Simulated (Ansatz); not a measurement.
Sn: stationary points along a deformation path

Theory: DFT PBEsol, scalar-relativistic, plane waves, PAW (Ansatz 0.2.0). Cutoff 420 eV, Γ-centred 22×22×22 k-points, Gaussian smearing of 0.15 eV. No spin polarisation. Energies are free energies at this smearing, counted from the undisturbed cell; pressure is positive in compression.

Reference structure (as given, not relaxed at this level; it stands at -3.6 GPa; this form isn't the usual structure):

```
Sn
1.0
    -1.72654    1.77555    2.33834
     1.72654   -1.77555    2.33834
     1.72654    1.77555   -2.33834
Sn
1
Cartesian
  0.0000 0.0000 0.0000
```

At fixed volume and fractional coordinates, lengths along (0.000, 0.000, 1.000) are scaled against those across it; ρ is that ratio over its starting value. V = 28.673 Å³/atom. Δσ is the stress along the axis less the mean stress across it (compression positive).

| ρ | ΔE (meV/atom) | Δσ (GPa) | space group |
| --- | --- | --- | --- |
| 0.850 | 5.2 | 0.52 | Immm |
| 0.920 | 1.5 | 0.33 | Immm |
| 0.960 | 0.4 | 0.10 | Immm |
| 1.000 | 0.0 | 0.07 | Immm |
| 1.100 | 0.8 | -0.23 | Immm |
| 1.200 | 5.5 | -0.68 | Immm |

**Question.** How does the stress give the slope of the energy, and where is the energy stationary?

**Answer.** Along the path d ln(length) is 2/3 d ln ρ on the axis and −1/3 d ln ρ across it, so dE/d ln ρ = −(2/3) V Δσ: the energy falls with ρ where Δσ is positive. Δσ vanishes or changes sign between ρ = 1.000 and 1.100, a minimum (near 1.02 by linear interpolation). Pairs of stationary points between two samples would go unseen, and could change a minimum read from distant neighbours into a maximum.

**Question.** Integrate that slope from ρ = 1 to 0.850 by the trapezoid rule.

**Answer.** With V/N in Å³ and 1 eV/Å³ = 160.2 GPa the slopes at ρ = 1.000, 0.960, 0.920, 0.850 are -8, -12, -40, -62 meV/atom per unit of ln ρ. The steps add 0.4 + 1.1 + 4.0 = 5.5 meV/atom, against 5.2 from the energies; the trapezoid rule misses the curvature of the slope within each step.

In a metal these slopes depend on the k mesh and the smearing.